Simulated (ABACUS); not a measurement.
Runs of ABACUS 3.10.1 on ZrB2. It takes space group P6/mmm (No. 191, hexagonal). Conventional cell: a = 3.170 Å, b = 3.170 Å, c = 3.533 Å, α = 90.00°, β = 90.00°, γ = 120.00°. Zr (site symmetry 6/mmm) is surrounded by 12 B at 2.54 Å. Around B (site symmetry -6m2) lie 3 B at 1.83 Å. 

```tsv
task	level	potentials or basis	U	k mesh	cutoff (eV)	SCF threshold on the density	max SCF steps	eigensolver	mixing share	symmetry key	mesh quality	gap on the mesh (eV)	pressure (GPa)	V0 of scaled cells (Å³/atom)	B0 (GPa)
single point	LDA	PseudoDojo NC SR 0.4.1 LDA standard, DZP LCAO (the cutoffs set its grid)	-	5 × 5 × 4	1361	1e-07	100	genelpa	0.7	1	coarse	none	-7.6	-	-
equation of state	PBE+D3(BJ)+ABC	PseudoDojo NC SR 0.4.1 PBE standard, plane waves	-	7 × 7 × 6	1034	1e-08	100	dav	0.7	1	not flagged	-	-	10.07	(a)
single point	LDA+U	PseudoDojo NC SR 0.4.1 LDA standard, DZP LCAO (the cutoffs set its grid)	Zr d U = 8 eV	5 × 5 × 4	1361	1e-06	120	genelpa	0.2	-1	coarse	none	(b)	-	-
equation of state	PBE+D3(BJ)	PseudoDojo NC SR 0.4.1 PBE standard, plane waves	-	7 × 7 × 6	1034	1e-08	100	dav	0.7	1	not flagged	-	-	10.02	250
```

Alike in all rows: no spin polarisation; cell as given; smearing fermi-dirac 0.05 eV.

Q: Fill in the values left out.

A: (a) 249; (b) 7.9.

Caveats: some runs use coarse meshes; the atomic orbitals were generated for these runs and aren't a published set (some runs); the basis of atomic orbitals isn't converged, which shifts pressures, moduli and gaps (some runs); the cell was scaled at fixed shape and fractional positions, which overstates the stiffness of a crystal with free parameters, most of all of layers and chains (some runs); U without spin polarisation on a metal has little footing (some runs); the U is typed as a test and isn't derived for this compound (some runs).

A k mesh can miss the band edges, and the runs leave out spin-orbit coupling on Zr.

A gap of «none» marks a metal or a gap under the smearing width.

Not every run made on this cell is shown here.
